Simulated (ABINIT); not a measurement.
# Pt (P-1) in ABINIT: single point with PBEsol

Aim: the single point of Pt with PBEsol.

Everything below comes from runs of ABINIT 10.8.3 (patched build). Logs are shortened: lines on timing, memory, paths and dates and some standing lists are left out, and cuts for length are marked. The log counts tension as positive stress, the text compression.

### Step 1. The cell of the first run

The typed cell holds 2 atoms: a = 3.168 Å, b = 3.168 Å, c = 3.168 Å, α = 90.00°, β = 90.00°, γ = 90.00°.

This isn't the form of Pt at room conditions, which is fcc.

### Step 2. Single point, PBEsol (atoms moved at random)

run.abi reads:

```
# Pseudopotentials
pp_dirpath "./"
pseudos "Pt.GGA_PBE-ansatz.xml"

# Structure
acell 3*1.0
rprim
     0.0000000000    -5.9874838423     0.0000000000
    -5.9874838423     0.0000000000     0.0000000000
     0.0000000000     0.0000000000    -5.9874838423
ntypat 1
znucl 78
natom 2
typat 1 1
xred
     0.5036990000     0.5046530000     0.5305790000
     1.0025530000     0.0141070000     1.0213820000
chkprim 0
chksymtnons 0
tolsym 1.0e-6

# Plane-wave basis
ecut 14.0
pawecutdg 28.0
pawxcdev 0

# k points
kptopt 1
ngkpt 6 6 6
nshiftk 1
shiftk 0.0 0.0 0.0

# Exchange and correlation
ixc -116133

# Bands and occupations
nband 22
occopt 3
tsmear 0.05 eV

# SCF cycle
nstep 100
tolvrs 1.0e-9

# Output
iomode 3
prtwf 0
prtden 0
prteig 0
prtebands 0
enunit 2
prtvol 2
```

Potentials or basis: Ansatz PAW PBE default generated set, frozen core.

Launch:

```bash
> mpirun --bind-to none -np 4 abinit run.abi > log 2>&1
```

run.abo:

```text
[... set-up lines left out ...]
 ETOT  1  -241.43044698111    -2.414E+02 4.046E+00 8.607E+00
 ETOT  2  -242.72948872946    -1.299E+00 4.320E-02 4.088E+00
 ETOT  3  -242.71642937513     1.306E-02 3.192E-02 7.726E-01
 ETOT  4  -242.71476932535     1.660E-03 1.867E-03 2.838E-02
 ETOT  5  -242.71470025177     6.907E-05 1.438E-04 7.248E-04
 ETOT  6  -242.71469907742     1.174E-06 2.291E-04 3.020E-05
 ETOT  7  -242.71469904324     3.418E-08 1.026E-04 1.013E-06
 ETOT  8  -242.71469904029     2.948E-09 2.299E-04 2.240E-08
 ETOT  9  -242.71469904024     5.252E-11 7.308E-05 9.619E-11

 At SCF step    9       nres2   =  9.62E-11 < tolvrs=  1.00E-09 =>converged.

 Cartesian components of stress tensor (hartree/bohr^3)
  sigma(1 1)=  3.54396030E-04  sigma(3 2)= -6.39337264E-07
  sigma(2 2)=  3.53096119E-04  sigma(3 1)=  4.63201568E-06
  sigma(3 3)=  3.54052052E-04  sigma(2 1)=  6.86449380E-07

--- !ResultsGS
iteration_state: {dtset: 1, }
comment   : Summary of ground state results
lattice_vectors:
- [  0.0000000,  -5.9874838,   0.0000000, ]
- [ -5.9874838,   0.0000000,   0.0000000, ]
- [  0.0000000,   0.0000000,  -5.9874838, ]
lattice_lengths: [   5.98748,    5.98748,    5.98748, ]
lattice_angles: [ 90.000,  90.000,  90.000, ] # degrees, (23, 13, 12)
lattice_volume:   2.1465107E+02
convergence: {deltae:  5.252E-11, res2:  9.619E-11, residm:  7.308E-05, diffor: null, }
etotal    :  -2.42714699E+02
entropy   :   0.00000000E+00
fermie    :   4.01083731E-01
cartesian_stress_tensor: # hartree/bohr^3
- [  3.54396030E-04,   6.86449380E-07,   4.63201568E-06, ]
- [  6.86449380E-07,   3.53096119E-04,  -6.39337264E-07, ]
- [  4.63201568E-06,  -6.39337264E-07,   3.54052052E-04, ]
pressure_GPa:  -1.0411E+01
xred      :
- [  5.0370E-01,   5.0465E-01,   5.3058E-01, Pt]
- [  1.0026E+00,   1.4107E-02,   1.0214E+00, Pt]
cartesian_forces: # hartree/bohr
- [ -4.48288883E-03,   5.42104445E-04,   4.36758415E-03, ]
- [  4.48288883E-03,  -5.42104445E-04,  -4.36758415E-03, ]
force_length_stats: {min:   6.28219394E-03, max:   6.28219394E-03, mean:   6.28219394E-03, }
...

 Integrated electronic density in atomic spheres:
 ------------------------------------------------
 Atom  Sphere_radius  Integrated_density
    1        2.63806         16.96418380
    2        2.63806         16.96167619

================================================================================

 ----iterations are completed or convergence reached----

 Mean square residual over all n,k,spin=   10.873E-08; max=  73.075E-06
   0.0000  0.0000  0.0000    1  1.17499E-12 kpt; spin; max resid(k); each band:
  5.11E-13 1.32E-14 8.63E-13 8.42E-13 8.97E-13 2.20E-14 2.45E-14 2.21E-14
  5.28E-13 1.06E-14 8.45E-15 4.38E-15 1.24E-14 5.80E-15 5.14E-15 7.37E-15
  1.96E-15 8.71E-15 3.14E-15 1.12E-12 1.14E-12 1.17E-12
   0.1667  0.0000  0.0000    1  1.40504E-12 kpt; spin; max resid(k); each band:
  5.01E-13 2.68E-13 5.72E-13 8.29E-13 8.87E-13 3.58E-14 3.66E-14 3.40E-14
  5.33E-13 8.31E-15 1.02E-13 1.50E-14 1.65E-14 1.20E-14 7.60E-15 8.68E-15
  1.90E-13 2.01E-13 1.14E-14 9.44E-13 1.33E-12 1.41E-12
   0.3333  0.0000  0.0000    1  3.09252E-09 kpt; spin; max resid(k); each band:
  4.59E-13 3.69E-13 3.92E-13 8.02E-13 8.56E-13 1.55E-13 6.26E-14 6.02E-14
  6.28E-13 4.65E-13 8.50E-15 3.98E-14 4.29E-14 1.90E-14 1.21E-14 3.56E-13
  3.89E-13 8.02E-15 5.02E-14 7.91E-13 3.09E-09 9.63E-10
   0.5000  0.0000  0.0000    1  2.35633E-08 kpt; spin; max resid(k); each band:
  6.47E-13 6.52E-13 5.66E-13 5.60E-13 1.04E-13 1.03E-13 1.15E-13 1.10E-13
  7.59E-13 8.17E-13 9.35E-15 9.55E-15 7.76E-14 6.71E-14 7.29E-14 7.08E-14
  1.73E-14 1.74E-14 3.81E-13 3.75E-13 1.01E-09 2.36E-08
   0.0000  0.1667  0.0000    1  1.42158E-12 kpt; spin; max resid(k); each band:
[... 416 lines left out ...]
  6.21E-13 7.21E-13 7.62E-13 8.36E-13 2.65E-14 2.68E-14 2.48E-14 2.29E-14
  6.05E-13 4.71E-13 5.60E-15 6.23E-15 5.93E-14 4.25E-14 3.98E-15 7.29E-15
  1.19E-12 1.10E-12 2.54E-15 3.02E-15 7.29E-13 6.49E-13
   0.1667  0.5000  0.5000    1  1.05256E-12 kpt; spin; max resid(k); each band:
  6.31E-13 7.24E-13 7.40E-13 8.13E-13 6.68E-14 6.74E-14 5.17E-14 4.77E-14
  5.63E-13 4.39E-13 3.06E-14 3.33E-14 9.43E-13 1.05E-12 3.21E-14 4.00E-14
  3.36E-15 5.76E-15 9.39E-13 8.57E-13 7.25E-13 6.45E-13
   0.3333  0.5000  0.5000    1  1.00588E-12 kpt; spin; max resid(k); each band:
  7.38E-13 7.71E-13 6.76E-13 7.46E-13 1.65E-13 1.71E-13 1.27E-13 1.19E-13
  4.09E-13 3.40E-13 1.06E-13 1.14E-13 8.55E-13 7.65E-13 1.18E-14 1.93E-14
  3.51E-15 3.59E-15 7.98E-13 7.99E-13 1.01E-12 9.83E-13
   0.5000  0.5000  0.5000    1  3.86454E-07 kpt; spin; max resid(k); each band:
  7.57E-13 7.74E-13 6.31E-13 6.39E-13 2.33E-13 2.36E-13 2.24E-13 2.22E-13
  3.25E-13 3.67E-13 2.17E-13 2.18E-13 5.47E-13 5.97E-13 5.49E-15 5.97E-15
  3.08E-15 3.41E-15 5.62E-13 5.77E-13 3.86E-07 3.07E-07
 reduced coordinates (array xred) for    2 atoms
       0.503699000000      0.504653000000      0.530579000000
       1.002553000000      0.014107000000      1.021382000000
 rms dE/dt=  2.1717E-02; max dE/dt=  2.6841E-02; dE/dt below (all hartree)
    1       0.003245841604     -0.026841224413      0.026150839514
    2      -0.003245841604      0.026841224413     -0.026150839514

 cartesian coordinates (angstrom) at end:
    1     -1.59896275023277    -1.59594005847482    -1.68110772561691
    2     -0.04469718304961    -3.17652902516009    -3.23618758187952

 cartesian forces (hartree/bohr) at end:
    1     -0.00448288882602     0.00054210444471     0.00436758414758
    2      0.00448288882602    -0.00054210444471    -0.00436758414758
 frms,max,avg= 3.6270264E-03 4.4828888E-03   0.000E+00  0.000E+00  0.000E+00 h/b

 cartesian forces (eV/Angstrom) at end:
    1     -0.23051941185671     0.02787613135384     0.22459020689761
    2      0.23051941185671    -0.02787613135384    -0.22459020689761
 frms,max,avg= 1.8650919E-01 2.3051941E-01   0.000E+00  0.000E+00  0.000E+00 e/A
 length scales=  1.000000000000  1.000000000000  1.000000000000 bohr
              =  0.529177210544  0.529177210544  0.529177210544 angstroms
 Fermi (or HOMO) energy (hartree) =   0.40108   Average Vxc (hartree)=  -0.50517
 Eigenvalues (hartree) for nkpt= 112  k points:
 kpt#   1, nband= 22, wtk=  0.00463, kpt=  0.0000  0.0000  0.0000 (reduced coord)
  -3.20427   -3.20236   -1.52450   -1.52448   -1.52439   -1.51339   -1.51339   -1.51336
   0.04964    0.17761    0.17778    0.27245    0.27294    0.27297    0.36385    0.36412
   0.41932    0.41939    0.41989    0.67830    0.67856    0.67872
      occupation numbers for kpt#   1
   2.00000    2.00000    2.00000    2.00000    2.00000    2.00000    2.00000    2.00000
   2.00000    2.00000    2.00000    2.00000    2.00000    2.00000    2.00000    2.00000
   0.00010    0.00009    0.00007    0.00000    0.00000    0.00000
 kpt#   2, nband= 22, wtk=  0.00926, kpt=  0.1667  0.0000  0.0000 (reduced coord)
  -3.20413   -3.20248   -1.52427   -1.52373   -1.52363   -1.51465   -1.51410   -1.51406
   0.07014    0.18753    0.19041    0.27300    0.27363    0.28095    0.34699    0.37003
   0.38907    0.38919    0.40737    0.58605    0.73377    0.73396
      occupation numbers for kpt#   2
   2.00000    2.00000    2.00000    2.00000    2.00000    2.00000    2.00000    2.00000
   2.00000    2.00000    2.00000    2.00000    2.00000    2.00000    2.00000    2.00000
   1.99711    1.99692    0.06320    0.00000    0.00000    0.00000
 kpt#   3, nband= 22, wtk=  0.00926, kpt=  0.3333  0.0000  0.0000 (reduced coord)
[... 864 lines left out ...]
  -3.20318   -3.20317   -1.52450   -1.52433   -1.52033   -1.52001   -1.51691   -1.51676
   0.21760    0.21761    0.22512    0.22521    0.28080    0.28080    0.37294    0.37311
   0.37771    0.37793    0.58724    0.58746    0.63059    0.63100
      occupation numbers for kpt# 111
   2.00000    2.00000    2.00000    2.00000    2.00000    2.00000    2.00000    2.00000
   2.00000    2.00000    2.00000    2.00000    2.00000    2.00000    2.00000    2.00000
   1.99999    1.99999    0.00000    0.00000    0.00000    0.00000
 kpt# 112, nband= 22, wtk=  0.00463, kpt=  0.5000  0.5000  0.5000 (reduced coord)
  -3.20317   -3.20316   -1.52153   -1.52145   -1.52067   -1.52052   -1.51982   -1.51975
   0.24301    0.24301    0.24308    0.24308    0.24312    0.24313    0.37841    0.37842
   0.37844    0.37845    0.57158    0.57158    0.73341    0.73411
      occupation numbers for kpt# 112
   2.00000    2.00000    2.00000    2.00000    2.00000    2.00000    2.00000    2.00000
   2.00000    2.00000    2.00000    2.00000    2.00000    2.00000    1.99999    1.99999
   1.99999    1.99999    0.00000    0.00000    0.00000    0.00000
 Fermi (or HOMO) energy (eV) =  10.91404   Average Vxc (eV)= -13.74651
 Eigenvalues (   eV  ) for nkpt= 112  k points:
 kpt#   1, nband= 22, wtk=  0.00463, kpt=  0.0000  0.0000  0.0000 (reduced coord)
 -87.19260  -87.14073  -41.48384  -41.48331  -41.48083  -41.18156  -41.18152  -41.18052
   1.35079    4.83298    4.83757    7.41362    7.42709    7.42794    9.90095    9.90831
  11.41040   11.41231   11.42569   18.45750   18.46450   18.46885
 kpt#   2, nband= 22, wtk=  0.00926, kpt=  0.1667  0.0000  0.0000 (reduced coord)
 -87.18882  -87.14386  -41.47754  -41.46274  -41.46004  -41.21563  -41.20078  -41.19976
   1.90858    5.10295    5.18121    7.42874    7.44588    7.64508    9.44219   10.06890
  10.58719   10.59034   11.08517   15.94726   19.96692   19.97216
 kpt#   3, nband= 22, wtk=  0.00926, kpt=  0.3333  0.0000  0.0000 (reduced coord)
 -87.17862  -87.15268  -41.45088  -41.40770  -41.40376  -41.29705  -41.25402  -41.25273
   3.42385    5.77697    5.86437    7.59089    7.61835    8.25371    8.31444    9.20843
   9.22319   10.25065   10.42633   12.65810   23.26642   23.28017
 kpt#   4, nband= 22, wtk=  0.00463, kpt=  0.5000  0.0000  0.0000 (reduced coord)
 -87.16566  -87.16502  -41.39404  -41.39257  -41.32967  -41.32660  -41.32547  -41.32256
   5.21251    5.22722    6.99217    7.02088    8.11391    8.11774    8.17108    8.17327
   9.21878    9.24942   10.90016   10.92350   25.25459   25.28829
 kpt#   5, nband= 22, wtk=  0.00926, kpt=  0.0000  0.1667  0.0000 (reduced coord)
[... 416 lines left out ...]
 -87.16418  -87.16366  -41.58363  -41.58177  -41.32605  -41.32378  -41.17811  -41.17788
   4.32386    4.32478    5.99904    6.00472    9.72073    9.72197   10.22387   10.23575
  11.06940   11.07823   11.94090   11.94368   17.09299   17.10145
 kpt# 110, nband= 22, wtk=  0.00926, kpt=  0.1667  0.5000  0.5000 (reduced coord)
 -87.16381  -87.16334  -41.55646  -41.55413  -41.34043  -41.33686  -41.20449  -41.20341
   4.79970    4.80067    5.99998    6.00500    9.25658    9.25936    9.85802    9.86755
  10.24188   10.25192   14.21460   14.21547   16.73928   16.74672
 kpt# 111, nband= 22, wtk=  0.00926, kpt=  0.3333  0.5000  0.5000 (reduced coord)
 -87.16306  -87.16272  -41.48375  -41.47903  -41.37036  -41.36151  -41.27709  -41.27303
   5.92125    5.92151    6.12573    6.12834    7.64084    7.64107   10.14820   10.15278
  10.27803   10.28390   15.97952   15.98563   17.15913   17.17046
 kpt# 112, nband= 22, wtk=  0.00463, kpt=  0.5000  0.5000  0.5000 (reduced coord)
 -87.16268  -87.16242  -41.40284  -41.40069  -41.37944  -41.37542  -41.35634  -41.35443
   6.61258    6.61276    6.61455    6.61467    6.61572    6.61591   10.29716   10.29731
  10.29801   10.29822   15.55335   15.55348   19.95712   19.97606
 Total charge density [el/Bohr^3]
)     Maximum=    1.7702E+00  at reduced coord.    0.5000    0.5000    0.5333
)Next maximum=    1.7611E+00  at reduced coord.    0.0000    0.0000    0.0333
)     Minimum=    2.7675E-02  at reduced coord.    0.5000    0.7667    0.0333
)Next minimum=    2.7694E-02  at reduced coord.    0.5000    0.0000    0.2667
   Integrated=    3.6000E+01

--- !EnergyTerms
iteration_state     : {dtset: 1, }
comment             : Components of total free energy in Hartree
kinetic             :  4.68069205930671E+01
hartree             :  4.16190837797431E+01
xc                  : -1.90861617480773E+01
Ewald energy        : -1.96909538714058E+02
psp_core            :  1.39800823065157E+01
local_psp           : -1.26526734603860E+02
PAW spherical_terms : -2.59781934046131E+00
internal            : -2.42714167727131E+02
'-kT*entropy'       : -5.28083795639769E-04
total_energy        : -2.42714695810926E+02
total_energy_eV     : -6.60460333528690E+03
...

--- !EnergyTermsDC
iteration_state     : {dtset: 1, }
comment             : '"Double-counting" decomposition of free energy'
band_energy         : -2.53613965499957E+01
Ewald energy        : -1.96909538714058E+02
psp_core            :  1.39800823065157E+01
xc_dc               : -3.85429717343133E+01
PAW spherical_terms :  4.11965373540767E+00
internal            : -2.42714170956443E+02
'-kT*entropy'       : -5.28083795639769E-04
total_energy_dc     : -2.42714699040239E+02
total_energy_dc_eV  : -6.60460342316097E+03
...

--- !EnergyTermsWithPAWCore
iteration_state     : {dtset: 1, }
comment             : 'Components of total free energy, including PAW core contributions'
Total energy        : -3.29375248855365E+04
Total energy DC     : -3.29375248887658E+04
Total energy (eV)   : -8.96275711646946E+05
Total energy DC (eV): -8.96275711734820E+05
...

 Cartesian components of stress tensor (hartree/bohr^3)
  sigma(1 1)=  3.54396030E-04  sigma(3 2)= -6.39337264E-07
  sigma(2 2)=  3.53096119E-04  sigma(3 1)=  4.63201568E-06
  sigma(3 3)=  3.54052052E-04  sigma(2 1)=  6.86449380E-07

-Cartesian components of stress tensor (GPa)         [Pressure= -1.0411E+01 GPa]
- sigma(1 1)=  1.04266912E+01  sigma(3 2)= -1.88099517E-02
- sigma(2 2)=  1.03884465E+01  sigma(3 1)=  1.36278606E-01
- sigma(3 3)=  1.04165710E+01  sigma(2 1)=  2.01960380E-02

== END DATASET(S) ==============================================================
================================================================================

 -outvars: echo values of variables after computation  --------
            acell      1.0000000000E+00  1.0000000000E+00  1.0000000000E+00 Bohr
           etotal     -2.4271469904E+02
            fcart     -4.4828888260E-03  5.4210444471E-04  4.3675841476E-03
                       4.4828888260E-03 -5.4210444471E-04 -4.3675841476E-03
            rprim      0.0000000000E+00 -5.9874838423E+00  0.0000000000E+00
                      -5.9874838423E+00  0.0000000000E+00  0.0000000000E+00
                       0.0000000000E+00  0.0000000000E+00 -5.9874838423E+00
           strten      3.5439603007E-04  3.5309611904E-04  3.5405205215E-04
                      -6.3933726446E-07  4.6320156787E-06  6.8644938049E-07
           xangst     -1.5989627502E+00 -1.5959400585E+00 -1.6811077256E+00
                      -4.4697183050E-02 -3.1765290252E+00 -3.2361875819E+00
             xred      5.0369900000E-01  5.0465300000E-01  5.3057900000E-01
                       1.0025530000E+00  1.4107000000E-02  1.0213820000E+00
 Calculation completed.
```

Wall time 22 s (4 MPI ranks of Arm Neoverse V2, shared host); peak memory 0.72 GiB.

What came out:

```
Free energy            : -6604.6034 eV
Pressure               : -10.4 GPa
Largest force          : 0.323 eV/Å
Band gap on the k mesh : none (metal or under the smearing width)
```

Forces on the atoms (eV/Å):
```
Pt  -0.231  0.028  0.225
Pt   0.231 -0.028 -0.225
```

Levels at points of the mesh, in eV from the Fermi level:
```
           k point  band 14  band 15  band 16  band 17  band 18  band 19  band 20  band 21  band 22
(0.00, 0.00, 0.00)    -3.49    -1.01    -1.01     0.50     0.50     0.51     7.54     7.55     7.55
(0.50, 0.00, 0.00)    -2.80    -2.74    -2.74    -1.70    -1.66    -0.01     0.01    14.34    14.37
(0.00, 0.50, 0.00)    -2.77    -2.77    -2.75    -1.82    -1.57    -0.10     0.10    14.23    14.51
(0.50, 0.50, 0.00)    -1.19    -0.69    -0.68     0.16     0.16     1.02     1.02     6.18     6.19
(0.00, 0.00, 0.50)    -2.77    -2.77    -2.74    -1.82    -1.57    -0.09     0.09    14.24    14.51
(0.50, 0.00, 0.50)    -1.20    -0.69    -0.68     0.16     0.16     1.02     1.02     6.18     6.19
(0.00, 0.50, 0.50)    -1.19    -0.69    -0.68     0.16     0.16     1.03     1.03     6.18     6.19
(0.50, 0.50, 0.50)    -4.30    -0.62    -0.62    -0.62    -0.62     4.64     4.64     9.04     9.06
```

Caveat: the PAW data sets were made with another functional, which shifts forces and pressure a little; the atomic spheres overlap.
